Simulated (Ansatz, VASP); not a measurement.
PtSe2 (Sudovikovite): VASP beside Ansatz

INCAR

```
  PREC = Accurate
  ENCUT = 520
  EDIFF = 1E-6
  ISMEAR = -1
  SIGMA = 0.05
  LREAL = F
  LASPH = T
  NELM = 100
  ALGO = Normal
  ISIF = 2
  LWAVE = F
  LCHARG = F
  GGA = PS
  NBANDS = 18
```

The input KPOINTS:

```
regular mesh
0
Gamma
  8 8 5
```

The input POSCAR:

```
PtSe2
1.0
    3.6479786689      0.0000000000      0.0000000000
   -1.8239893344      3.1592421997      0.0000000000
    0.0000000000      0.0000000000      4.9586648823
Pt Se
1 2
Direct
    0.0000000000      0.0000000000      0.0000000000
    0.6666666667      0.3333333333      0.7500000000
    0.3333333333      0.6666666667      0.2500000000
```

input.yaml

```yaml
crystal:
  lattice:
    - [3.6479786689, 0.0, 0.0]
    - [-1.8239893344, 3.1592421997, 0.0]
    - [0.0, 0.0, 4.9586648823]
  atoms:
    - { symbol: Pt, position: [0.0, 0.0, 0.0] }
    - { symbol: Se, position: [0.6666666667, 0.3333333333, 0.75] }
    - { symbol: Se, position: [0.3333333333, 0.6666666667, 0.25] }
kpoints:
  mp_grid: { grid: [8, 8, 5] }
scf:
  occupations: { method: fermi_dirac, width: 0.05 }
hamiltonian:
  xc: pbesol
  pseudopotentials: { kind: all_electron, lapw: { basis_error: 0.002 } }
output:
  forces: true
  stress: true
  eigenvalues: true
```

Change from the starting cell: volume scaled by 0.94.

Alike in both runs: task single point; functional PBEsol; k mesh 8 × 8 × 5; occupations fermi-dirac, width 0.05 eV; no spin polarisation.

```csv
,VASP,Ansatz
version,VASP 6.6.1,Ansatz 0.2.0
potentials or method,"VASP PAW PBE potentials, release 64 (Pt, Se)","all-electron LAPW, scalar-relativistic"
plane-wave cutoff (eV),520,see its input
```

```csv
,VASP,Ansatz,Ansatz less VASP
gap on the k mesh at the Fermi level (eV),none,none,-
pressure (GPa),12.2,12.0,-0.18
largest component of the traceless stress (GPa),3.42,3.36,-0.051
rms of the force components (eV/Å),0.582,0.569,-0.0130
```

Atom by atom the forces differ by 0.013 eV/Å (rms over components). A gap of «none» marks a metal or a gap that the smearing closes. Ansatz ran all-electron here, so the differences hold the error of VASP's frozen core and of both bases.

Caveats: the PAW data sets were made with another functional, which shifts forces and pressure a little (VASP); forces of over 1 eV/Å show positions far from the minimum, so gaps and moduli don't describe the material at rest (Ansatz). The runs have no spin-orbit coupling, so splittings on Pt are missing.
